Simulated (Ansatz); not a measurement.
Here is an Ansatz 0.2.0 calculation.

The input input.yaml:

```yaml
crystal:
  lattice:
    - [2.67, 0.0, 0.0]
    - [-1.335, 2.3122878281, 0.0]
    - [0.0, 0.0, 4.966]
  atoms:
    - { symbol: Zn, position: [0.6666666667, 0.3333333333, 0.75] }
    - { symbol: Zn, position: [0.3333333333, 0.6666666667, 0.25] }
kpoints:
  mp_grid: { grid: [11, 11, 6] }
scf:
  occupations: { method: methfessel_paxton, width: 0.2 }
hamiltonian:
  xc: pbe
  pseudopotentials: { kind: all_electron, lapw: { basis_error: 0.001 } }
output:
  forces: true
  stress: true
  eigenvalues: true
```

Potentials or basis: all-electron LAPW, scalar-relativistic.

The run is started by

```bash
$ ansatz run input.yaml --threads 1 --pin off --max-ram 3072MiB --backend cpu --events-out ev --progress --plain --runs-dir out
```

Task: What does it give for the pressure?

Result: -0.7 GPa.

Task: Predict the band gap on the k mesh.

Result: None (metal or under the smearing width).

Stress tensor (GPa, compression positive):
```
-0.44  0.00  0.00
 0.00 -0.44  0.00
 0.00  0.00 -1.12
```
